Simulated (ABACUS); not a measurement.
Ge under changes of volume

One of the cells (18.524 Å³/atom); the others are scaled copies at fixed shape and fractional positions:

```xyz
2
Lattice="-2.5745 2.5745 1.3974 2.5745 -2.5745 1.3974 2.5745 2.5745 -1.3974" Properties=species:S:1:pos:R:3 pbc="T T T"
Ge    0.0000    0.0000    1.3974
Ge    2.5745    0.0000    0.6987
```

This isn't the form of Ge at room conditions, which is diamond.

- Program: ABACUS 3.10.1
- Functional: PBEsol
- Potentials or basis: PseudoDojo NC SR 0.4.1 PBEsol standard
- Cutoff: 1075 eV
- Density cutoff: 4299 eV
- Basis: plane waves
- k mesh: 11 × 11 × 11
- Occupations: fermi-dirac, width 0.05 eV
- Spin: no spin polarisation

```tsv
volume (Å³/atom)	energy over the lowest point (meV/atom)	pressure (GPa)
17.413	13.77	4.8
17.783	?	?
18.154	0.56	1.0
18.524	0.00	-0.6
18.895	2.94	-2.0
19.265	9.06	-3.3
19.636	18.04	-4.5
```

Question: What does the run at 17.783 Å³/atom give?

Answer: Energy over the lowest point 5.00 meV/atom; pressure 2.8 GPa.

Worked out: A Birch-Murnaghan fit of order 3 (a polynomial in V^(-2/3)) to the other rows has its minimum at 18.39 Å³/atom with B0 = V·E''(V) = 78 GPa and B' = 4.1 at fixed shape and positions, which overstates the stiffness. It gives 5.02 meV/atom at 17.783 Å³/atom, against the run's 5.00, and -dE/dV = 2.8 GPa, against 2.8.

Energies are extrapolated to zero smearing.
